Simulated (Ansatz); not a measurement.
**Bi: squeezing one contact**

An exercise on one series of results from a longer session: the logs are not shown, and one member is left open.

Computed with Ansatz 0.2.0 (DFT PBE, with the methods named in each step, unless a step's input says otherwise).

2 further runs of the same task are left out: 2 that didn't finish.

## The starting structure

It takes space group Fd-3m (No. 227, cubic). Conventional cell: a = 6.840 Å, b = 6.840 Å, c = 6.840 Å, α = 90.00°, β = 90.00°, γ = 90.00°. Around Bi (site symmetry -43m) lie 4 Bi at 2.96 Å.

Coordinates:

```cif
data_structure
_symmetry_space_group_name_H-M 'P 1'
_symmetry_Int_Tables_number 1
_cell_length_a 4.8365
_cell_length_b 4.8365
_cell_length_c 4.8365
_cell_angle_alpha 60.000
_cell_angle_beta 60.000
_cell_angle_gamma 60.000
_cell_volume 80.00
loop_
_atom_site_label
_atom_site_type_symbol
_atom_site_fract_x
_atom_site_fract_y
_atom_site_fract_z
_atom_site_occupancy
Bi1 Bi 0.87500 0.87500 0.87500 1
Bi2 Bi 0.12500 0.12500 0.12500 1
```

Atoms are numbered in the order of the input: Bi1, Bi2.

The first run:

input.yaml reads:

```yaml
crystal:
  lattice:
    - [0.0, 3.4199518934, 3.4199518934]
    - [3.4199518934, 0.0, 3.4199518934]
    - [3.4199518934, 3.4199518934, 0.0]
  atoms:
    - { symbol: Bi, position: [-0.125, -0.125, -0.125] }
    - { symbol: Bi, position: [0.125, 0.125, 0.125] }
kpoints:
  mp_grid: { grid: [8, 8, 8] }
scf:
  occupations: { method: fermi_dirac, width: 0.05 }
hamiltonian:
  xc: pbe
  pseudopotentials: { kind: all_electron, lapw: { basis_error: 0.001 } }
output:
  forces: true
  stress: true
  eigenvalues: true
  populations: true
```

Started as:

```
> ansatz run input.yaml --threads 1 --pin off --max-ram 2048MiB --backend cpu --events-out ev --progress --plain --runs-dir out
```

Steps of the session up to this table: The bond as given, LAPW; Shortest bond scaled by 1, crystal datasets; Shortest bond scaled by 1.1, LAPW; Shortest bond scaled by 1.1, crystal datasets; Shortest bond scaled by 0.94, LAPW; Shortest bond scaled by 0.88, LAPW; Shortest bond scaled by 0.58, LAPW.

One of the session's tables, all rows but one given; the rest of the session is left out.

| method | length (Å) | force along the bond (eV/Å) | pressure (GPa) | largest force (eV/Å) |
| --- | --- | --- | --- | --- |
| LAPW | 1.718 | 97.403 | 114.30 | 97.403 |
| LAPW | 2.606 | 3.765 | 10.74 | 3.765 |
| LAPW | 2.784 | 1.395 | 8.88 | 1.395 |
| LAPW | 2.962 | 0.000 | 8.56 | 0.000 |
| LAPW | 3.258 | ? | ? | ? |
| PAW | 1.718 | 95.332 | 112.00 | 95.332 |
| PAW | 2.606 | 3.766 | 10.73 | 3.766 |
| PAW | 2.784 | 1.395 | 8.86 | 1.395 |
| PAW | 2.962 | 0.000 | 8.54 | 0.000 |
| PAW | 3.258 | -1.154 | 9.09 | 1.154 |
| PAW (source ansatz) | 1.718 | 97.217 | 114.11 | 97.217 |
| crystal datasets | 2.962 | 0.000 | 8.55 | 0.000 |
| crystal datasets | 3.258 | -1.155 | 9.10 | 1.155 |

Q: Estimate the row for LAPW, 3.258 from the others.

**Answer.** force along the bond (eV/Å): -1.154; pressure (GPa): 9.10; largest force (eV/Å): 1.154.

Limits of these values: Rows by PAW come from runs of the same series that aren't printed here. Warnings in the runs' records: gradients without spin orbit, crystal datasets made.
